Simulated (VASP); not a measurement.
Crystal: Mg.

```
CELL_PARAMETERS angstrom
-1.83599 1.83599 1.67940
1.83599 -1.83599 1.67940
1.83599 1.83599 -1.67940
ATOMIC_POSITIONS crystal
Mg 0.00000 0.00000 0.00000
```

This isn't the form of Mg at room conditions, which is hcp.

```yaml
Program: VASP 6.6.1
Task: relaxation of cell and atoms
Functional: r2SCAN
Potentials_or_basis: VASP PAW PBE potentials, release 64 (Mg)
Cutoff: 600 eV
k_mesh: 11 × 11 × 11
Occupations: fermi-dirac, width 0.05 eV
Spin: no spin polarisation
```

At the start: pressure -0.3 GPa; volume 22.64 Å³/atom.

Where does the relaxation end?

Over 10 steps the energy falls by 7.1 meV/atom and the volume is 22.33 Å³/atom (-1.4 %); space group Im-3m (No. 229, to 0.05 Å).

Step by step:
| step | energy change (eV) | largest force (eV/Å) | pressure (GPa) | volume (Å³) |
| --- | --- | --- | --- | --- |
| 1 | 0.0000 | 0.0000 | -0.33 | 22.64 |
| 2 | -0.0010 | 0.0000 | -0.11 | 22.49 |
| 3 | -0.0027 | 0.0000 | 0.67 | 22.02 |
| 4 | -0.0034 | 0.0000 | 0.64 | 22.03 |
| 5 | -0.0052 | 0.0000 | 0.57 | 22.04 |
| 6 | -0.0066 | 0.0000 | 0.52 | 22.05 |
| 7 | -0.0066 | 0.0000 | 0.52 | 22.05 |
| 8 | -0.0070 | 0.0000 | 0.19 | 22.23 |
| 9 | -0.0070 | 0.0000 | -0.11 | 22.40 |
| 10 | -0.0071 | 0.0000 | 0.00 | 22.33 |

Final structure:
```
Mg
1.0
    -1.77515    1.77515    1.77178
     1.77515   -1.77515    1.77178
     1.77515    1.77515   -1.77178
Mg
1
Direct
  0.00000 0.00000 0.00000
```

Caveat: the PAW data sets were made with another functional, which shifts forces and pressure a little.
